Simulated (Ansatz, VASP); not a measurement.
**MgS: VASP beside Ansatz**

```xyz
2
Lattice="0.0000 2.7057 2.3935 2.7057 0.0000 2.3935 2.7057 2.7057 0.0000" Properties=species:S:1:pos:R:3 pbc="T T T"
Mg    0.0000    0.0000    0.0000
S     2.7057    2.7057    2.3935
```

Change from the starting cell: strain +0.040 along x and y, -0.080 along z, atoms carried along.

Alike in both runs: task single point; functional PBE; k mesh 8 × 8 × 8; occupations gaussian, width 0.05 eV; no spin polarisation.

|  | VASP | Ansatz |
| --- | --- | --- |
| version | VASP 6.6.1 | Ansatz 0.2.0 |
| potentials or method | VASP PAW PBE potentials, release 64 (Mg, S) | scalar-relativistic, plane waves, PAW |
| plane-wave cutoff (eV) | 520 | 420 |
| valence electrons in the cell | 8 | 16 |

|  | VASP | Ansatz | Ansatz less VASP |
| --- | --- | --- | --- |
| gap on the k mesh at the Fermi level (eV) | 2.40 | 2.42 | +0.013 |
| least direct gap on the mesh (eV) | 3.56 | 3.57 | +0.009 |
| pressure (GPa) | 3.9 | 4.2 | +0.28 |
| largest component of the traceless stress (GPa) | 11.12 | 11.15 | +0.027 |

The two sets of potentials don't hold the same shells in valence.

A k mesh can miss the band edges.
